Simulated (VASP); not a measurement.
Crystal: Ag.

```xyz
1
Lattice="0.0000 2.0427 2.0427 2.0427 0.0000 2.0427 2.0427 2.0427 0.0000" Properties=species:S:1:pos:R:3 pbc="T T T"
Ag    0.0000    0.0000    0.0000
```

- Program: VASP 6.6.1
- Task: relaxation of cell and atoms
- Functional: PBEsol
- Dispersion: rVV10
- Potentials or basis: VASP PAW PBE potentials, release 64 (Ag)
- Cutoff: 600 eV
- k mesh: 11 × 11 × 11
- Occupations: fermi-dirac, width 0.05 eV
- Spin: no spin polarisation

At the start: pressure -4.0 GPa; volume 17.05 Å³/atom.

Q: Where does the relaxation end?

A: Over 3 steps the energy falls by 7.7 meV/atom and the volume is 16.45 Å³/atom (-3.5 %); space group Fm-3m (No. 225, to 0.05 Å).

The path:
| step | energy change (eV) | largest force (eV/Å) | pressure (GPa) | volume (Å³) |
| --- | --- | --- | --- | --- |
| 1 | 0.0000 | 0.0000 | -4.00 | 17.05 |
| 2 | -0.0030 | 0.0000 | 3.68 | 16.02 |
| 3 | -0.0077 | 0.0000 | -0.05 | 16.45 |

Final structure:
```
Ag
1.0
     0.00000    2.01872    2.01872
     2.01872    0.00000    2.01872
     2.01872    2.01872    0.00000
Ag
1
Direct
  0.00000 0.00000 0.00000
```

Caveat: the PAW data sets were made with another functional, which shifts forces and pressure a little.
